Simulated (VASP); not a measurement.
# Pd (Im-3m) in VASP: settings compared

One crystal, Pd, is run at these levels: PBE, r2SCAN; tasks: single point, relaxation of cell and atoms.

All numbers are computed with VASP 6.6.1; they aren't measurements. Logs are shortened: lines on timing, memory, paths and dates and some standing lists are left out, and cuts for length are marked.

### Step 1. The structure

It takes space group Im-3m (No. 229, cubic). Conventional cell: a = 3.145 Å, b = 3.145 Å, c = 3.145 Å, α = 90.00°, β = 90.00°, γ = 90.00°. Pd (site symmetry m-3m) has 8 Pd at 2.72 Å as nearest neighbours.

This isn't the form of Pd at room conditions, which is fcc.

### Step 2. Single point, PBE

INCAR

```
SYSTEM = Pd
PREC = Accurate ; ENCUT = 650
EDIFF = 1E-6 ; ISMEAR = 0
SIGMA = 0.1 ; LREAL = .FALSE.
LASPH = .TRUE. ; NELM = 100
ALGO = Normal ; ISIF = 2
LWAVE = .FALSE. ; LCHARG = .FALSE.
GGA = PE ; ADDGRID = .FALSE.
```

KPOINTS

```
Automatic mesh
0
G
  18 18 18
  0 0 0
```

POSCAR

```
Pd
1.0
   -1.5345420000      1.5703810000      1.5719130000
    1.5565800000     -1.5514420000      1.5750130000
    1.5718420000      1.5887420000     -1.5529740000
Pd
1
Direct
    0.0275280000      0.0634310000      0.0341390000
```

Potentials or basis: VASP PAW PBE potentials, release 64 (Pd).

The run is started by

```bash
$ cat potpaw_PBE.64/Pd/POTCAR > POTCAR
$ mpirun -np 1 vasp_std > vasp.out
```

OUTCAR:

```text
SYSTEM = Pd
   PREC = Accurate
   ENCUT = 650
   EDIFF = 1E-6
   ISMEAR = 0
   LREAL = .FALSE.
   LASPH = .TRUE.
   NELM = 100
   ISIF = 2
   GGA = PE

 Found   2920 irreducible k-points:

 Following reciprocal coordinates:
            Coordinates               Weight
  0.000000  0.000000  0.000000      1.000000
  0.055556  0.000000  0.000000      2.000000
  0.111111  0.000000  0.000000      2.000000
  0.166667  0.000000  0.000000      2.000000
  0.222222  0.000000  0.000000      2.000000
  0.277778 -0.000000  0.000000      2.000000
   k-points           NKPTS =   2920   k-points in BZ     NKDIM =   2920   number of bands    NBANDS=      9
   number of dos      NEDOS =    301   number of ions     NIONS =      1
   total plane-waves  NPLWV =  13824
   dimension x,y,z NGX =    24 NGY =   24 NGZ =   24
   dimension x,y,z NGXF=    48 NGYF=   48 NGZF=   48
   ions per type =               1
   NGX,Y,Z   is equivalent  to a cutoff of  14.78, 14.76, 14.66 a.u.
   NGXF,Y,Z  is equivalent  to a cutoff of  29.55, 29.51, 29.32 a.u.
 SYSTEM =  Pd
   PREC   = accura    normal or accurate (medium, high low for compatibility)
   ISTART =      0    job   : 0-new  1-cont  2-samecut
   ICHARG =      2    charge: 1-file 2-atom 10-const
   ISPIN  =      1    spin polarized calculation?
   LNONCOLLINEAR =      F non collinear calculations
   LSORBIT =      F    spin-orbit coupling
   LASPH  =      T    aspherical Exc in radial PAW
   ENCUT  =  650.0 eV  47.77 Ry    6.91 a.u.   5.61  5.62  5.66*2*pi/ulx,y,z
   NELM   =    100;   NELMIN=  2; NELMDL= -5     # of ELM steps
   EDIFF  = 0.1E-05   stopping-criterion for ELM
   LREAL  =      F    real-space projection
   EDIFFG = 0.1E-04   stopping-criterion for IOM
   NSW    =      0    number of steps for IOM
   IBRION =     -1    ionic relax: 0-MD 1-quasi-New 2-CG
   NFREE  =      0    steps in history (QN), initial steepest desc. (CG)
   ISIF   =      2    stress and relaxation
   ISYM   =      2    0-nonsym 1-usesym 2-fastsym
   POTIM  = 0.5000    time-step for ionic-motion
   TEBEG  =    0.0;   TEEND  =   0.0 temperature during run
   PSTRESS=    0.0 pullay stress
   NELECT =      10.0000    total number of electrons
   NUPDOWN=      -1.0000    fix difference up-down
   EMIN   =  10.00;   EMAX   =-10.00  energy-range for DOS
   EFERMI =   0.00;   METHOD = LEGACY
   ISMEAR =     0;   SIGMA  =   0.10  broadening in eV -4-tet -1-fermi 0-gaus
   EFERMI_NEDOS =   21; number of points for ismear=-14 and -15
   IALGO  =     38    algorithm
   IMIX   =      4    mixing-type and parameters
     AMIX     =   0.40;   BMIX     =  1.00
     AMIX_MAG =   1.60;   BMIX_MAG =  1.00
  volume/ion in A,a.u.               =      15.55       104.92
  Fermi-wavevector in a.u.,A,eV,Ry     =   1.413160  2.670485 27.171118  1.997021
  Thomas-Fermi vector in A             =   2.534834
   LORBIT       =      0    0 simple, 1 ext, 2 COOP (PROOUT), +10 PAW based schemes
   GGA     = PE    functional components
   LHFCALC =     F    Hartree Fock is set to
   AEXX    =    0.0000 exact exchange contribution
   IVDW    =     0    specifies the selected vdW correction
   LEPSILON=     F    determine dielectric tensor
   LRPA    =     F    only Hartree local field effects (RPA)
 non-spin polarized calculation
 Gauss-broadening in eV      SIGMA  =   0.10
  energy-cutoff  :      650.00
  volume of cell :       15.55
 maximum number of plane-waves:       603
   NGX = 11   NGY = 11   NGZ = 11

 number of electron      10.0000000 magnetization

 Free energy of the ion-electron system (eV)
  ---------------------------------------------------
  ext. energy  EPLUGINS =         0.00000000
  ---------------------------------------------------
  free energy    TOTEN  =        -5.17485047 eV

  energy without entropy =       -5.16855754  energy(sigma->0) =       -5.17170400

 E-fermi :   8.9154     XC(G=0): -12.8530

 val. band max:        8.9143418293   @ k =   0.5000  -0.2222   0.3333
 cond. band min:       8.9154376313   @ k =   0.4444  -0.4444   0.4444
 fundamental gap:      0.0010958020
 Fermi energy:         8.9153518960

 k-point     1 :       0.0000    0.0000    0.0000
  band No.  band energies     occupation
      1       2.1894      2.00000
      2       6.0412      2.00000
      3       6.1359      2.00000
      4       6.3851      2.00000
      5       8.0102      2.00000
      6       8.0728      2.00000
      7      27.9459      0.00000
      8      28.0910      0.00000
      9      28.5282      0.00000

 k-point     2 :       0.0556    0.0000    0.0000
  band No.  band energies     occupation
      1       2.3009      2.00000
      2       6.0546      2.00000
      3       6.1139      2.00000
      4       6.4355      2.00000
      5       7.9710      2.00000
      6       8.0741      2.00000
      7      27.9028      0.00000
      8      28.0920      0.00000
      9      28.6132      0.00000

 k-point     3 :       0.1111    0.0000    0.0000
  band No.  band energies     occupation
      1       2.6237      2.00000
      2       5.9925      2.00000
      3       6.1196      2.00000
      4       6.6173      2.00000
      5       7.8751      2.00000
      6       8.0808      2.00000
      7      27.4935      0.00000
      8      28.0890      0.00000
      9      28.8985      0.00000

 k-point     4 :       0.1667    0.0000    0.0000
  band No.  band energies     occupation
      1       3.1136      2.00000
      2       5.8504      2.00000
      3       6.1509      2.00000
      4       6.9496      2.00000
      5       7.7788      2.00000
      6       8.0956      2.00000
      7      26.4252      0.00000
      8      27.7643      0.00000
      9      29.4202      0.00000

 k-point     5 :       0.2222    0.0000    0.0000
  band No.  band energies     occupation
      1       3.6590      2.00000
      2       5.6764      2.00000
      3       6.2689      2.00000
      4       7.4026      2.00000
      5       7.7359      2.00000
      6       8.1203      2.00000
      7      24.7048      0.00000
      8      27.0352      0.00000
      9      30.1146      0.00000

 k-point     6 :       0.2778   -0.0000    0.0000
  band No.  band energies     occupation
      1       4.0490      2.00000
      2       5.4958      2.00000
      3       6.6840      2.00000
      4       7.7592      2.00000
      5       7.9340      2.00000
      6       8.1545      2.00000
      7      22.6482      0.00000
      8      26.1402      0.00000
      9      30.2177      0.00000

 [... further k-points ...]

------------------------ aborting loop because EDIFF is reached ----------------------------------------

  FORCE on cell =-STRESS in cart. coord.  units (eV):
  Direction    XX          YY          ZZ          XY          YZ          ZX
  --------------------------------------------------------------------------------------
  -------------------------------------------------------------------------------------
  Total       -0.1274328     -0.1207432     -0.1199036     -0.1954831     -0.0875835     -0.1050919
  in kB      -13.1323138    -12.4429272    -12.3564023    -20.1450900     -9.0257315    -10.8300218
  external PRESSURE =     -12.6438811 kB  Pullay stress =       0.0000000 kB

 VOLUME and BASIS-vectors are now :
 -----------------------------------------------------------------------------
  energy-cutoff  :      650.00
  volume of cell :       15.55
      direct lattice vectors                 reciprocal lattice vectors
    -1.534542000  1.570381000  1.571913000    -0.005977961  0.314720194  0.315918219
     1.556580000 -1.551442000  1.575013000     0.317494029 -0.005640589  0.315580949
     1.571842000  1.588742000 -1.552974000     0.315948875  0.312837667 -0.004095334

 POSITION                                       TOTAL-FORCE (eV/Angst)
 -----------------------------------------------------------------------------------
      0.11015     -0.00094      0.09016         0.000000      0.000000      0.000000
 -----------------------------------------------------------------------------------
    total drift:                                0.000000     -0.000002      0.000005

  FREE ENERGIE OF THE ION-ELECTRON SYSTEM (eV)
  ---------------------------------------------------
  free  energy   TOTEN  =        -5.1748504729 eV

  energy  without entropy=       -5.1685575359  energy(sigma->0) =       -5.17170400
```

Run time: 9.3 min. Hardware: 1 thread of Intel Xeon Platinum 8375C at 2.90GHz (Ice Lake), shared host; peak memory 0.69 GiB.

These settings aren't checked as converged: the numbers below hold their error.

Results:

| Property | Result |
| --- | --- |
| Free energy | -5.1749 eV |
| Pressure | -1.3 GPa |
| Band gap on the k mesh | none (metal or under the smearing width) |

### Step 3. Relaxation of cell and atoms, r2SCAN

INCAR

```
SYSTEM = Pd
  ALGO = Normal
  EDIFF = 1E-7
  EDIFFG = -0.005
  ENCUT = 600
  IBRION = 2
  ISIF = 3
  ISMEAR = -1
  LASPH = .TRUE.
  LCHARG = .FALSE.
  LMIXTAU = .TRUE.
  LREAL = .FALSE.
  LWAVE = .FALSE.
  METAGGA = R2SCAN
  NELM = 80
  NSW = 60
  PREC = Accurate
  SIGMA = 0.05
```

KPOINTS

```
k-points
0
G
  10 10 10
  0 0 0
```

POSCAR

```
Pd
1.0
   -1.5722810000      1.5722810000      1.5722810000
    1.5722810000     -1.5722810000      1.5722810000
    1.5722810000      1.5722810000     -1.5722810000
Pd
1
Direct
    0.0000000000      0.0000000000      0.0000000000
```

Potentials or basis: VASP PAW PBE potentials, release 64 (Pd).

The run is started by

```bash
$ cat potpaw_PBE.64/Pd/POTCAR > POTCAR
$ mpirun -np 1 vasp_std > vasp.out
```

Run time: 76 s. Hardware: 1 thread of Intel Xeon Platinum 8259CL at 2.50GHz (Skylake/Cascade Lake), shared host; peak memory 0.15 GiB.

Results (log left out):

```yaml
Free_energy: -22.9134 eV
Relaxed_volume: 15.10 Å³/atom
Relaxed_cell: a = 2.697 Å, b = 2.697 Å, c = 2.697 Å, α = 109.47°, β = 109.47°, γ = 109.47°
Space_group_after_relaxing_to_0.05_Å: Im-3m (No. 229)
Energy_gained_by_relaxing: 7.2 meV/atom
Ionic_steps: 3
Pressure_after_relaxing: 0.0 GPa
Band_gap_on_the_k_mesh: none (metal or under the smearing width)
```

Step by step:
```csv
step,energy change (eV),largest force (eV/Å),pressure (GPa),volume (Å³)
1,0.0000,0.0000,-4.89,15.55
2,0.0071,0.0000,8.11,14.50
3,-0.0072,0.0000,-0.02,15.10
```

Final structure:
```
Pd
1.0
    -1.55700    1.55700    1.55700
     1.55700   -1.55700    1.55700
     1.55700    1.55700   -1.55700
Pd
1
Direct
  0.00000 0.00000 0.00000
```

Levels at points of the mesh, in eV from the Fermi level:
```csv
k point,band 2,band 3,band 4,band 5,band 6,band 7,band 8,band 9
"(0.00, 0.00, 0.00)",-2.97,-2.97,-2.97,-1.04,-1.04,20.28,20.28,20.28
"(0.50, 0.00, 0.00)",-4.16,-1.09,-0.81,0.58,1.70,8.15,15.87,18.49
"(0.50, 0.50, 0.50)",-5.27,0.20,0.20,0.20,9.69,9.69,9.69,18.14
```

Caveat: the PAW data sets were made with another functional, which shifts forces and pressure a little.
